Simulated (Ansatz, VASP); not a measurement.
One calculation of Mg, two programs

```xyz
1
Lattice="-1.5055 1.5055 1.5055 1.5055 -1.5055 1.5055 1.5055 1.5055 -1.5055" Properties=species:S:1:pos:R:3 pbc="T T T"
Mg    0.0000    0.0000    0.0000
```

Change from the starting cell: volume scaled by 1.06, crystal datasets.

Alike in both runs: task electric field gradients; functional PBEsol; k mesh 16 × 16 × 16; occupations fermi-dirac, width 0.05 eV; no spin polarisation.

```csv
,VASP,Ansatz
version,VASP 6.6.1,Ansatz 0.2.0
potentials or method,"VASP PAW PBE potentials, release 64 (Mg), cutoff 520 eV","all-electron PAW with datasets made for the crystal, scalar-relativistic"
```

```tsv
	VASP	Ansatz	Ansatz less VASP
pressure (GPa)	49.1	48.1	-0.99
Vzz of the field gradient on the site that differs most (V/Å²)	0.0	0.0	0.00
```

Ansatz ran all-electron here, so the differences hold the error of VASP's frozen core and of both bases.

Caveats: so large a pressure means that the cell lies far from this level's equilibrium, or that cutoff or potentials fall short (VASP); the potentials were made for another functional, which shifts forces and pressure (VASP).
